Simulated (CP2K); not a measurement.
# InAs (F-43m) in CP2K: reference runs, part 2 of 2

CP2K 2026.2.

### Step 3. Single point, PBE (atoms moved at random, drawn with an rms of 0.05 Å)

Contents of inas_scf.inp:

```
&GLOBAL
  PROJECT inas_scf
  RUN_TYPE ENERGY_FORCE
  PRINT_LEVEL LOW
&END GLOBAL
&FORCE_EVAL
  METHOD QS
  STRESS_TENSOR ANALYTICAL
  &DFT
    BASIS_SET_FILE_NAME BASIS_MOLOPT_UZH
    POTENTIAL_FILE_NAME POTENTIAL_UZH
    &MGRID
      CUTOFF 450
      REL_CUTOFF 60
      NGRIDS 4
    &END MGRID
    &QS
      METHOD GPW
      EPS_DEFAULT 1.0E-10
    &END QS
    &KPOINTS
      SCHEME MONKHORST-PACK 8 8 8
      GAMMA_CENTERED T
      SYMMETRY T
      SYMMETRY_BACKEND SPGLIB
    &END KPOINTS
    &SCF
      SCF_GUESS ATOMIC
      EPS_SCF 1.0E-6
      MAX_SCF 100
      ADDED_MOS 10
      CHOLESKY OFF
      EPS_EIGVAL 1.0E-7
      &DIAGONALIZATION ON
        ALGORITHM STANDARD
      &END DIAGONALIZATION
      &MIXING ON
        METHOD BROYDEN_MIXING
        ALPHA 0.4
        BETA 1.5
        NBUFFER 8
      &END MIXING
      &SMEAR ON
        METHOD FERMI_DIRAC
        ELECTRONIC_TEMPERATURE 580.23
      &END SMEAR
    &END SCF
    &XC
      &XC_FUNCTIONAL
        &GGA_X_PBE
        &END GGA_X_PBE
        &GGA_C_PBE
        &END GGA_C_PBE
      &END XC_FUNCTIONAL
    &END XC
    &PRINT
      &KPOINTS ON
      &END KPOINTS
      &MULLIKEN ON
      &END MULLIKEN
      &MO ON
        ENERGIES T
        OCCUPATION_NUMBERS T
        &EACH
          QS_SCF 0
        &END EACH
        ADD_LAST NUMERIC
      &END MO
      &LOWDIN ON
      &END LOWDIN
      &HIRSHFELD ON
        SHAPE_FUNCTION DENSITY
      &END HIRSHFELD
    &END PRINT
  &END DFT
  &SUBSYS
    &CELL
      A 4.2680965312 0.0000000000 0.0000000000
      B 2.1340482656 3.6962800219 0.0000000000
      C 2.1340482656 1.2320933406 3.4848862248
      PERIODIC XYZ
    &END CELL
    &COORD
      SCALED
      In  0.0064250000 -0.0047280000 -0.0040950000
      As  0.7592530000 0.7470640000 0.7471870000
    &END COORD
    &KIND In
      BASIS_SET TZVP-MOLOPT-PBE-GTH-q13
      POTENTIAL GTH-PBE-q13
    &END KIND
    &KIND As
      BASIS_SET TZVP-MOLOPT-PBE-GTH-q5
      POTENTIAL GTH-PBE-q5
    &END KIND
    &PRINT
      &ATOMIC_COORDINATES ON
      &END ATOMIC_COORDINATES
      &CELL ON
      &END CELL
    &END PRINT
  &END SUBSYS
  &PRINT
    &FORCES ON
    &END FORCES
    &STRESS_TENSOR ON
    &END STRESS_TENSOR
  &END PRINT
&END FORCE_EVAL
```

Potentials or basis: POTENTIAL_UZH In GTH-PBE-q13, As GTH-PBE-q5; TZVP-MOLOPT-PBE-GTH basis.

Started as:

```console
OMP_NUM_THREADS=1 cp2k.psmp -i inas_scf.inp -o inas_scf.out
```

inas_scf.out:

```text

 CP2K| version string:                                       CP2K version 2026.2
 CP2K| Input file name                                              inas_scf.inp

 GLOBAL| Force Environment number                                              1
 GLOBAL| Basis set file name                                    BASIS_MOLOPT_UZH
 GLOBAL| Potential file name                                       POTENTIAL_UZH
 GLOBAL| MM Potential file name                                     MM_POTENTIAL
 GLOBAL| Coordinate file name                                      __STD_INPUT__
 GLOBAL| Method name                                                        CP2K
 GLOBAL| Project name                                                   inas_scf
 GLOBAL| Run type                                                   ENERGY_FORCE
 GLOBAL| FFT library                                                       FFTW3
[... 8 lines left out ...]
 GLOBAL| CPU model name                                                  UNKNOWN

 CELL| Volume [angstrom^3]:                                            54.977844
 CELL| Vector a [angstrom]:       4.268     0.000     0.000   |a| =     4.268097
 CELL| Vector b [angstrom]:       2.134     3.696     0.000   |b| =     4.268097
[... 551 lines left out ...]
       1     In       1         13.706262                             -0.706262
       2     As       2          4.293738                              0.706262
 # Total charge                             18.000000                  0.000000

 ENERGY| Total FORCE_EVAL ( QS ) energy [hartree]            -62.647368135673084

 FORCES| Atomic forces [hartree/bohr]
 FORCES|   Atom     x               y               z               |f|
 FORCES|      1  3.08287468E-03  1.39539099E-03  7.79028163E-04   3.47247997E-03
 FORCES|      2 -3.08032329E-03 -1.38743023E-03 -7.73232956E-04   3.46572408E-03
 FORCES| Sum     2.55139168E-06  7.96075736E-06  5.79520707E-06
 FORCES| Total atomic force                                       1.01719065E-05

 STRESS| Analytical stress tensor [bar]
 STRESS|                        x                   y                   z
 STRESS|      x        5.12195124251E+04   4.35529650843E+03   3.08752800569E+03
 STRESS|      y        4.35529650843E+03   4.73396001976E+04   1.39161828473E+03
 STRESS|      z        3.08752800569E+03   1.39161828473E+03   4.69906355003E+04
 STRESS| 1/3 Trace                                             4.85165827077E+04
 STRESS| Determinant                                           1.12534329523E+14

 STRESS| Eigenvectors and eigenvalues of the analytical stress tensor [bar]
 STRESS|                        1                   2                   3
 STRESS| Eigenvalues   4.43356197253E+04   4.58282028699E+04   5.53859255277E+04
 STRESS|      x          -0.605099238902     -0.112236017351      0.788199205461
 STRESS|      y           0.728113394325     -0.478462586738      0.490840542433
 STRESS|      z           0.322033843073      0.870905637541      0.371237894637
```

Run time: 76 s. Hardware: 1 thread of Arm Neoverse V1, shared host; peak memory 0.4 GiB.

Results:

```
Free energy            : -1704.7216 eV
Pressure               : 4.9 GPa
Largest force          : 0.179 eV/Å
Band gap on the k mesh : none (metal or under the smearing width)
Mulliken charges       : In +0.16; As -0.16 e
Hirshfeld charges      : In +0.20; As -0.20 e
```

Forces in eV/Å, atoms in the order of the input:
```
In   0.159  0.072  0.040
As  -0.158 -0.071 -0.040
```

Stress tensor (GPa, compression positive):
```
5.12 0.44 0.31
0.44 4.73 0.14
0.31 0.14 4.70
```

Caveat: Mulliken charges move with the basis; the basis of atomic orbitals isn't converged, which shifts pressures, moduli and gaps.

### Step 4. How close it comes

Step 2. Measured gap of InAs: 0.418 eV (direct; 4.2 K; a printed reference work, data compilation). This calculation gives 0.00 eV (-0.42 eV). Spin-orbit coupling on As, In is left out. The value is that of PBE in an atomic basis (POTENTIAL_UZH In GTH-PBE-q13, As GTH-PBE-q5; TZVP-MOLOPT-PBE-GTH basis), whose error adds to the functional's, on a finite k mesh, which can miss the band edges, without temperature or zero-point motion. Semilocal functionals fall short of measured gaps as a rule.
